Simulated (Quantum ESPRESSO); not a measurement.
# Si in Quantum ESPRESSO: a series of runs

The runs below take Si through work function, with PBE.

All numbers are computed with Quantum ESPRESSO 7.5; they aren't measurements. Logs are shortened: lines on timing, memory, paths and dates and some standing lists are left out, and cuts for length are marked.

### 1 Starting point

The cell holds a slab with vacuum, 6 atoms: a = 3.831 Å, b = 3.831 Å, c = 22.131 Å, α = 90.00°, β = 90.00°, γ = 120.00°.

### 2 Work function, PBE

Contents of pw.in:

```
&CONTROL
  calculation = 'scf'
  prefix = 'pwscf'
  outdir = './tmp'
  pseudo_dir = './pseudo'
  tprnfor = .true.
  disk_io = 'low'
/
&SYSTEM
  ibrav = 0
  celldm(1) = 8
  nat = 6
  ntyp = 1
  ecutwfc = 22
  nbnd = 19
  occupations = 'smearing'
  smearing = 'fd'
  degauss = 0.00367493
/
&ELECTRONS
  conv_thr = 6d-09
  electron_maxstep = 150
  mixing_beta = 0.3
  mixing_mode = 'local-TF'
/
ATOMIC_SPECIES
Si    28.0850 Si.upf
CELL_PARAMETERS alat
  0.9050175871083   0.0000000000000   0.0000000000000
 -0.4525087935392   0.7837682213125   0.0000000000000
  0.0000000000000   0.0000000000000   5.2276090683967
ATOMIC_POSITIONS crystal
Si     0.6666666700    0.3333333400    0.3388964666
Si     0.3333333300    0.6666666600    0.3749564374
Si     0.3333333300    0.6666666600    0.4819700146
Si     0.6666666700    0.3333333400    0.5180299854
Si     0.6666666700    0.3333333400    0.6250435626
Si     0.3333333300    0.6666666600    0.6611035334
K_POINTS automatic
8 8 1 0 0 0
```

Contents of pp_density.in:

```
&INPUTPP
  prefix = 'pwscf'
  outdir = './tmp'
  filplot = 'density.dat'
  plot_num = 0
/
&PLOT
  nfile = 1
  filepp(1) = 'density.dat'
  iflag = 3
  output_format = 6
  fileout = 'density.cube'
/
```

Contents of pp_potential.in:

```
&INPUTPP
  prefix = 'pwscf'
  outdir = './tmp'
  filplot = 'potential.dat'
  plot_num = 11
/
&PLOT
  nfile = 1
  filepp(1) = 'potential.dat'
  iflag = 3
  output_format = 6
  fileout = 'potential.cube'
/
```

Contents of pp_elf.in:

```
&INPUTPP
  prefix = 'pwscf'
  outdir = './tmp'
  filplot = 'elf.dat'
  plot_num = 8
/
&PLOT
  nfile = 1
  filepp(1) = 'elf.dat'
  iflag = 3
  output_format = 6
  fileout = 'elf.cube'
/
```

Potentials or basis: PseudoDojo 0.4.1 SR PBE standard.

Run with:

```sh
OMP_NUM_THREADS=1 mpirun -n 2 pw.x -nk 2 -in pw.in > pw.out
OMP_NUM_THREADS=1 mpirun -n 1 pp.x -in pp_density.in > pp_density.out
OMP_NUM_THREADS=1 mpirun -n 1 pp.x -in pp_potential.in > pp_potential.out
OMP_NUM_THREADS=1 mpirun -n 1 pp.x -in pp_elf.in > pp_elf.out
```

pw.out:

```text
This program is part of the open-source Quantum ESPRESSO suite
     for quantum simulation of materials; please cite
[... 6 lines left out ...]
     using ibrav=0 with symmetry is DISCOURAGED, use correct ibrav instead

     K-points division:     npool     =       2
     Subspace diagonalization in iterative solution of the eigenvalue problem:
     a serial algorithm will be used

     G-vector sticks info
     --------------------
     sticks:   dense  smooth     PW     G-vecs:    dense   smooth      PW
     Sum         313     313     97                26453    26453    4569

     Using Slab Decomposition

     bravais-lattice index     =            0
     lattice parameter (alat)  =       8.0000  a.u.
     unit-cell volume          =    1898.5312 (a.u.)^3
     number of atoms/cell      =            6
     number of atomic types    =            1
     number of electrons       =        24.00
     number of Kohn-Sham states=           19
     kinetic-energy cutoff     =      22.0000  Ry
     charge density cutoff     =      88.0000  Ry
     scf convergence threshold =      6.0E-09
     mixing beta               =       0.3000
     number of iterations used =            8  local-TF  mixing
     Exchange-correlation= PBE
                           (   1   4   3   4   0   0   0)

     celldm(1)=   8.000000  celldm(2)=   0.000000  celldm(3)=   0.000000
     celldm(4)=   0.000000  celldm(5)=   0.000000  celldm(6)=   0.000000

     crystal axes: (cart. coord. in units of alat)
               a(1) = (   0.905018   0.000000   0.000000 )
               a(2) = (  -0.452509   0.783768   0.000000 )
               a(3) = (   0.000000   0.000000   5.227609 )

     reciprocal axes: (cart. coord. in units 2 pi/alat)
               b(1) = (  1.104951  0.637944 -0.000000 )
               b(2) = (  0.000000  1.275887  0.000000 )
               b(3) = (  0.000000 -0.000000  0.191292 )

     PseudoPot. # 1 for Si read from file:
     Si.upf
     Pseudo is Norm-conserving + core correction, Zval =  4.0
     Generated using ONCVPSP code by D. R. Hamann
     Using radial grid of 1510 points,  6 beta functions with:
                l(1) =   0
                l(2) =   0
                l(3) =   1
                l(4) =   1
                l(5) =   2
                l(6) =   2

     atomic species   valence    mass     pseudopotential
     Si                4.00    28.08500     Si( 1.00)

     12 Sym. Ops., with inversion, found

   Cartesian axes

     site n.     atom                  positions (alat units)
         1        Si     tau(   1) = (   0.4525088   0.2612561   1.7716182  )
         2        Si     tau(   2) = (   0.0000000   0.5225121   1.9601257  )
         3        Si     tau(   3) = (   0.0000000   0.5225121   2.5195508  )
         4        Si     tau(   4) = (   0.4525088   0.2612561   2.7080582  )
         5        Si     tau(   5) = (   0.4525088   0.2612561   3.2674834  )
         6        Si     tau(   6) = (   0.0000000   0.5225121   3.4559908  )

     number of k points=    10  Fermi-Dirac smearing, width (Ry)=  0.0037
                       cart. coord. in units 2pi/alat
        k(    1) = (   0.0000000   0.0000000   0.0000000), wk =   0.0312500
        k(    2) = (   0.0000000   0.1594859   0.0000000), wk =   0.1875000
        k(    3) = (   0.0000000   0.3189719   0.0000000), wk =   0.1875000
        k(    4) = (   0.0000000   0.4784578   0.0000000), wk =   0.1875000
        k(    5) = (   0.0000000  -0.6379437   0.0000000), wk =   0.0937500
        k(    6) = (   0.1381189   0.2392289   0.0000000), wk =   0.1875000
        k(    7) = (   0.1381189   0.3987148   0.0000000), wk =   0.3750000
        k(    8) = (   0.1381189   0.5582007   0.0000000), wk =   0.3750000
        k(    9) = (   0.2762377   0.4784578   0.0000000), wk =   0.1875000
        k(   10) = (   0.2762377   0.6379437   0.0000000), wk =   0.1875000

     Dense  grid:    26453 G-vectors     FFT dimensions: (  24,  24, 125)

     Initial potential from superposition of free atoms

     starting charge      23.9963, renormalised to      24.0000

     negative rho (up, down):  3.556E-05 0.000E+00
     Starting wfcs are   24 randomized atomic wfcs

     Self-consistent Calculation

     iteration #  1     ecut=    22.00 Ry     beta= 0.30
     Davidson diagonalization with overlap
     ethr =  1.00E-02,  avg # of iterations =  3.8

     Threshold (ethr) on eigenvalues was too large:
     Diagonalizing with lowered threshold

     Davidson diagonalization with overlap
     ethr =  8.16E-04,  avg # of iterations =  1.9

     total energy              =     -50.62306639 Ry
     estimated scf accuracy    <       0.22053851 Ry

     iteration #  2     ecut=    22.00 Ry     beta= 0.30
     Davidson diagonalization with overlap
     ethr =  9.19E-04,  avg # of iterations =  1.0

     negative rho (up, down):  2.979E-05 0.000E+00

     total energy              =     -50.57788717 Ry
     estimated scf accuracy    <       0.15080964 Ry

     iteration #  3     ecut=    22.00 Ry     beta= 0.30
     Davidson diagonalization with overlap
     ethr =  6.28E-04,  avg # of iterations =  2.2

     total energy              =     -50.59180157 Ry
     estimated scf accuracy    <       0.01010656 Ry

     iteration #  4     ecut=    22.00 Ry     beta= 0.30
     Davidson diagonalization with overlap
     ethr =  4.21E-05,  avg # of iterations =  7.2

     total energy              =     -50.59158426 Ry
     estimated scf accuracy    <       0.01060156 Ry

     iteration #  5     ecut=    22.00 Ry     beta= 0.30
     Davidson diagonalization with overlap
     ethr =  4.21E-05,  avg # of iterations =  1.0

     total energy              =     -50.59148636 Ry
     estimated scf accuracy    <       0.00645515 Ry

     iteration #  6     ecut=    22.00 Ry     beta= 0.30
     Davidson diagonalization with overlap
     ethr =  2.69E-05,  avg # of iterations =  1.0

     negative rho (up, down):  2.711E-04 0.000E+00

     total energy              =     -50.58926843 Ry
     estimated scf accuracy    <       0.00556821 Ry

     iteration #  7     ecut=    22.00 Ry     beta= 0.30
     Davidson diagonalization with overlap
     ethr =  2.32E-05,  avg # of iterations =  2.8

     negative rho (up, down):  1.105E-04 0.000E+00

     total energy              =     -50.59038924 Ry
     estimated scf accuracy    <       0.00130713 Ry

     iteration #  8     ecut=    22.00 Ry     beta= 0.30
     Davidson diagonalization with overlap
     ethr =  5.45E-06,  avg # of iterations =  5.5

     negative rho (up, down):  3.003E-04 0.000E+00

     total energy              =     -50.59017222 Ry
     estimated scf accuracy    <       0.00113801 Ry

     iteration #  9     ecut=    22.00 Ry     beta= 0.30
     Davidson diagonalization with overlap
     ethr =  4.74E-06,  avg # of iterations =  3.3

     negative rho (up, down):  2.321E-03 0.000E+00

     total energy              =     -50.59055715 Ry
     estimated scf accuracy    <       0.00107002 Ry

     iteration # 10     ecut=    22.00 Ry     beta= 0.30
     Davidson diagonalization with overlap
     ethr =  4.46E-06,  avg # of iterations =  1.4

     negative rho (up, down):  1.456E-04 0.000E+00

     total energy              =     -50.59042355 Ry
     estimated scf accuracy    <       0.00049110 Ry

     iteration # 11     ecut=    22.00 Ry     beta= 0.30
     Davidson diagonalization with overlap
     ethr =  2.05E-06,  avg # of iterations =  2.9

     negative rho (up, down):  1.595E-04 0.000E+00

     total energy              =     -50.59053915 Ry
     estimated scf accuracy    <       0.00002211 Ry

     iteration # 12     ecut=    22.00 Ry     beta= 0.30
     Davidson diagonalization with overlap
     ethr =  9.21E-08,  avg # of iterations =  3.9

     negative rho (up, down):  1.253E-05 0.000E+00

     total energy              =     -50.59053019 Ry
     estimated scf accuracy    <       0.00005243 Ry

     iteration # 13     ecut=    22.00 Ry     beta= 0.30
     Davidson diagonalization with overlap
     ethr =  9.21E-08,  avg # of iterations =  2.0

     negative rho (up, down):  6.954E-05 0.000E+00

     total energy              =     -50.59053462 Ry
     estimated scf accuracy    <       0.00000130 Ry

     iteration # 14     ecut=    22.00 Ry     beta= 0.30
     Davidson diagonalization with overlap
     ethr =  5.42E-09,  avg # of iterations =  3.9

     negative rho (up, down):  6.121E-05 0.000E+00

     total energy              =     -50.59053530 Ry
     estimated scf accuracy    <       0.00000081 Ry

     iteration # 15     ecut=    22.00 Ry     beta= 0.30
     Davidson diagonalization with overlap
     ethr =  3.36E-09,  avg # of iterations =  1.0

     negative rho (up, down):  2.328E-06 0.000E+00

     total energy              =     -50.59053558 Ry
     estimated scf accuracy    <       0.00000042 Ry

     iteration # 16     ecut=    22.00 Ry     beta= 0.30
     Davidson diagonalization with overlap
     ethr =  1.76E-09,  avg # of iterations =  1.6

     negative rho (up, down):  1.632E-08 0.000E+00

     total energy              =     -50.59053556 Ry
     estimated scf accuracy    <       0.00000017 Ry

     iteration # 17     ecut=    22.00 Ry     beta= 0.30
     Davidson diagonalization with overlap
     ethr =  7.10E-10,  avg # of iterations =  2.0

     End of self-consistent calculation

          k = 0.0000 0.0000 0.0000 (  3363 PWs)   bands (ev):

   -11.7344 -10.9062 -10.0400  -6.0337  -3.7858  -1.1251  -1.1251  -0.8680
    -0.5169  -0.5169   0.0031   0.0031   0.6584   1.5051   2.5728   2.5728
     2.5917   3.2090   3.4101

          k = 0.0000 0.1595 0.0000 (  3343 PWs)   bands (ev):

   -11.5536 -10.7249  -9.8548  -5.9545  -3.7660  -2.3748  -1.6646  -1.4641
    -1.3811  -0.8444  -0.5300  -0.3141   0.6048   1.9287   2.7563   3.0982
     3.1337   3.5022   3.9500

          k = 0.0000 0.3190 0.0000 (  3317 PWs)   bands (ev):

   -11.0239 -10.1949  -9.3103  -5.9929  -4.4115  -3.8483  -3.2805  -2.5668
    -2.0542  -1.4221  -0.8794  -0.2183   0.0132   1.5324   2.0384   2.8900
     3.8176   4.0061   4.0250

          k = 0.0000 0.4785 0.0000 (  3280 PWs)   bands (ev):

   -10.2119  -9.3936  -8.4641  -6.9324  -5.9316  -5.0691  -3.9883  -2.4890
    -2.3656  -1.8510  -1.3013  -0.7348   0.1003   1.1140   1.5662   2.3614
     2.8410   3.9267   4.1613

          k = 0.0000-0.6379 0.0000 (  3284 PWs)   bands (ev):

    -9.5802  -8.8375  -7.7885  -7.6764  -6.8504  -6.0808  -3.6695  -2.6428
    -2.3881  -2.0032  -1.4512  -0.8838   0.0291   0.8758   1.5949   2.0003
     2.7796   3.6489   4.1119

          k = 0.1381 0.2392 0.0000 (  3339 PWs)   bands (ev):

   -11.1977 -10.3686  -9.4895  -5.9110  -4.0485  -3.4289  -2.6582  -2.4107
    -2.2355  -1.5842  -1.0140  -0.2963   0.3155   2.6450   2.6800   3.1761
     3.6122   4.1320   4.1575

          k = 0.1381 0.3987 0.0000 (  3309 PWs)   bands (ev):

   -10.5160  -9.6903  -8.7837  -6.4266  -5.2560  -4.3136  -3.9689  -3.0366
    -2.4969  -2.2267  -1.7776  -0.3447   0.0916   2.2923   2.5749   3.4152
     3.5145   3.6787   4.2160

          k = 0.1381 0.5582 0.0000 (  3292 PWs)   bands (ev):

    -9.6634  -8.8909  -7.8814  -7.4605  -6.5769  -5.7723  -3.8436  -3.1855
    -2.8511  -2.1924  -2.1711  -0.7448   0.1310   2.0483   2.3918   2.8196
     3.0533   3.4532   4.0080

          k = 0.2762 0.4785 0.0000 (  3289 PWs)   bands (ev):

    -9.7341  -8.9444  -7.9602  -7.2074  -6.2606  -5.4146  -4.1562  -3.5170
    -3.4117  -2.8084  -2.1447  -0.6264   0.2214   2.3717   2.7754   3.9104
     4.2554   4.5436   4.5998

          k = 0.2762 0.6379 0.0000 (  3306 PWs)   bands (ev):

    -9.0603  -8.5661  -7.6123  -7.3058  -6.9240  -6.2819  -4.5487  -3.8354
    -3.1791  -2.9656  -2.4157  -0.4352  -0.0057   2.0335   2.9916   3.6112
     3.9946   4.3658   4.9435

     the Fermi energy is    -0.0910 ev

!    total energy              =     -50.59053557 Ry
     estimated scf accuracy    <          3.7E-09 Ry
     smearing contrib. (-TS)   =      -0.00139532 Ry
     internal energy E=F+TS    =     -50.58914025 Ry

     The total energy is F=E-TS. E is the sum of the following terms:
     one-electron contribution =    -360.65431848 Ry
     hartree contribution      =     185.56554136 Ry
     xc contribution           =     -18.28412576 Ry
     ewald contribution        =     142.78376263 Ry

     convergence has been achieved in  17 iterations

     Forces acting on atoms (cartesian axes, Ry/au):

     atom    1 type  1   force =     0.00000000    0.00000000    0.01688999
     atom    2 type  1   force =     0.00000000    0.00000000   -0.02625099
     atom    3 type  1   force =     0.00000000   -0.00000000    0.01210531
     atom    4 type  1   force =     0.00000000    0.00000000   -0.01210531
     atom    5 type  1   force =     0.00000000    0.00000000    0.02625099
     atom    6 type  1   force =     0.00000000   -0.00000000   -0.01688999

     Total force =     0.047348     Total SCF correction =     0.000100

=------------------------------------------------------------------------------=
   JOB DONE.
=------------------------------------------------------------------------------=
```

Wall time 14 s (2 MPI ranks of Arm Neoverse V2, shared host); peak memory 0.16 GiB.

These settings aren't checked as converged: the numbers below hold their error.

Results:

| Property | Result |
| --- | --- |
| Free energy | -688.3193 eV |
| Largest force | 0.675 eV/Å |
| Band gap on the k mesh | none (metal or under the smearing width) |
| Work function of the upper face | 4.77 eV |
| Work function of the lower face | 4.77 eV |

Caveat: the cutoff lies well under what these potentials need, so the values aren't converged.

[end of part 1 of 2]
